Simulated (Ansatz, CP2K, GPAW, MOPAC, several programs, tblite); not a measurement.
## Many methods on one cell: TiSe2 (CdI2 type)

TiSe2, CdI2 type, relaxed with r2SCAN+rVV10 in Ansatz, was computed with several methods. The symmetry is P-3m1 (No. 164, trigonal); a = 3.541 Å, c = 6.091 Å in the conventional setting, 22.04 Å³ an atom. Around Ti lie 6 Se at 2.55 Å; around Se lie 3 Ti at 2.55 Å. The values are computed, spin-unpolarised, and not measurements.

```
Ti Se
1.0
     3.54079    0.00000    0.00000
    -1.77039    3.06641    0.00000
     0.00000    0.00000    6.09063
Ti Se
1 2
Direct
  0.00000 0.00000 0.00000
  0.33333 0.66667 0.24999
  0.66667 0.33333 0.75001
```

Gaps and times are for a single point on this cell; volume and bulk modulus come from each method's own relaxation or energy curve at fixed shape, which is too stiff where a cell has free coordinates or axes. Times are rough, from shared hosts (Arm Neoverse V1), and each method has its own mesh and cell size. A double dagger marks a value from a curve with shape and coordinates held. PM7 (MOPAC) and PM6 (MOPAC): levels, charges or heat of formation failed a check of plausibility, so no values are given. PM6 (MOPAC), PM7 (MOPAC), GFN1-xTB (tblite), GFN2-xTB (tblite) treat a cluster of cells at its zone centre, which samples few k points: where these miss a band edge, the gap comes out too large for that reason alone. Gaps from k meshes are read at a limited set of points (mesh, symmetry points, PBE's band edges), so each method's own least gap may be somewhat smaller. xTB and the PM methods were fitted mostly to molecules, and can miss a solid's gap by electronvolts. Minimal bases can be far off for gaps. Curves at held shape can't give the bulk modulus of a layered or molecular crystal, so none is listed. d marks a direct gap, i an indirect one (no mark: not told apart), a dash a value that wasn't computed or didn't pass its checks.

```
                              method              kind      gap (eV)  own volume (Å³/atom)  bulk modulus (GPa)  atoms computed  processor time
light PBE (260 eV and a coarse mesh)  light plane-wave  overlap 0.58                     –                   –               3           1.5 s
                   GFN1-xTB (tblite)     tight binding             0                21.15‡                   –              54           5.8 s
                   GFN2-xTB (tblite)     tight binding          0.09                     –                   –              54           6.5 s
                                 PBE         semilocal  overlap 0.58                     –                   –               3             7 s
                      PBE/SZV (CP2K)       small basis  overlap 0.35                23.34‡                   –               3           8.7 s
                              r2SCAN         semilocal  overlap 0.38                     –                   –               3            17 s
                     PBE/DZVP (CP2K)       small basis  overlap 0.55                22.58‡                   –               3            19 s
                         PM7 (MOPAC)    semi-empirical             –                     –                   –              54            24 s
              PBE/single zeta (GPAW)       small basis  overlap 0.29                     –                   –               3            76 s
                         PM6 (MOPAC)    semi-empirical             –                     –                   –              54           110 s
```

With PBE and r2SCAN the bands overlap or touch, or nearly. Semilocal functionals can close a real gap, so this doesn't show a metal; small gaps of other methods may in turn close between the points read or with spin-orbit coupling, and the solid may be a semimetal.

Spin-orbit coupling is left out.
